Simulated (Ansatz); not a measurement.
CdI2 (started from an entry of an open crystallographic database) (r2SCAN+rVV10 geometry), in Ansatz:

```cif
data_structure
_symmetry_space_group_name_H-M 'P-3m1'
_symmetry_Int_Tables_number 164
_cell_length_a 4.2484
_cell_length_b 4.2484
_cell_length_c 6.8844
_cell_angle_alpha 90.000
_cell_angle_beta 90.000
_cell_angle_gamma 120.000
_cell_volume 107.61
loop_
_atom_site_label
_atom_site_type_symbol
_atom_site_symmetry_multiplicity
_atom_site_Wyckoff_symbol
_atom_site_fract_x
_atom_site_fract_y
_atom_site_fract_z
_atom_site_occupancy
Cd1 Cd 1 a 0.00000 0.00000 0.00000 1
I1 I 2 d 0.33333 0.66667 0.24956 1
```

G0W0@PBE with 590 empty bands, a screening cutoff of 180 eV and a 6×6×4 mesh (PAW, contour deformation) gives 3.583 eV over the mesh points, from a PBE gap of 2.379 eV; it sums over 617 bands with 591 plane waves in the screening and a wave cutoff of 420 eV. No extrapolation in bands, cutoff or mesh was made for G0W0. Spin-unpolarised throughout; all numbers are computed.

Problem. Estimate the gap with starting point HSE06.

Solution. 4.096 eV (+0.513 eV), from a Kohn-Sham gap of 3.340 eV.

Problem. Estimate the gap with starting point PBE0.

Solution. 4.295 eV (+0.712 eV), from a Kohn-Sham gap of 4.025 eV.

Problem. Estimate the gap with starting point r2SCAN, with them a wave cutoff of 500 eV.

Solution. 3.903 eV (+0.320 eV), from a Kohn-Sham gap of 2.830 eV.

Problem. Estimate the gap with empty bands 244, screening cutoff 100 eV.

Solution. 3.536 eV (-0.047 eV), from a Kohn-Sham gap of 2.379 eV.

No spin-orbit coupling is included; it can move band edges with weight on the heavy atoms by tenths of an eV.

With a shallow d shell on the cation, G0W0 converges slowly in bands and cutoff, so these values are in doubt.
